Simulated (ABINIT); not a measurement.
A run of ABINIT 10.8.3 (patched build) is set up as follows.

Contents of run.abi:

```
# Pseudopotentials
pp_dirpath "./"
pseudos "Pb.upf, S.upf"

# Structure
acell 6.3420691685 6.3420691685 4.27932094 Angstrom
rprim
     0.3279612126    -0.9446911892     0.0000000000
     0.3279612126     0.9446911892     0.0000000000
     0.0000000000     0.0000000000     1.0000000000
ntypat 2
znucl 82 16
natom 4
typat 1 1 2 2
xred
     0.1305633500     0.8694366500     0.2500000000
     0.8694366500     0.1305633500     0.7500000000
     0.3547970900     0.6452029100     0.2500000000
     0.6452029100     0.3547970900     0.7500000000
chkprim 0
chksymtnons 0
tolsym 1.0e-6

# Plane-wave basis
ecut 24.0

# k points
kptopt 1
ngkpt 5 5 4
nshiftk 1
shiftk 0.0 0.0 0.0

# Exchange and correlation
ixc 11

# Bands and occupations
nband 48
occopt 3
tsmear 0.05 eV

# Spin
nspinor 2
nspden 1
so_psp 2*1

# SCF cycle
nstep 100
tolvrs 1.0e-10

# Output
iomode 3
prtwf 0
prteig 0
prtebands 0
enunit 2
prtden 1
prtvha 1
prtvclmb 1
prtpot 1
```

Potentials or basis: PseudoDojo NC FR PBE v0.4 standard.

Run with:

```sh
$ mpirun --bind-to none -np 4 abinit run.abi > log 2>&1
```

Problem. Predict the largest force.

Solution. 0.046 eV/Å.

Problem. Predict the pressure.

Solution. 0.6 GPa.

Stress tensor (GPa, compression positive):
```
0.67 0.00 0.00
0.00 0.62 0.00
0.00 0.00 0.48
```

Caveat: the cutoff is short for stress, so the pressure is rough.
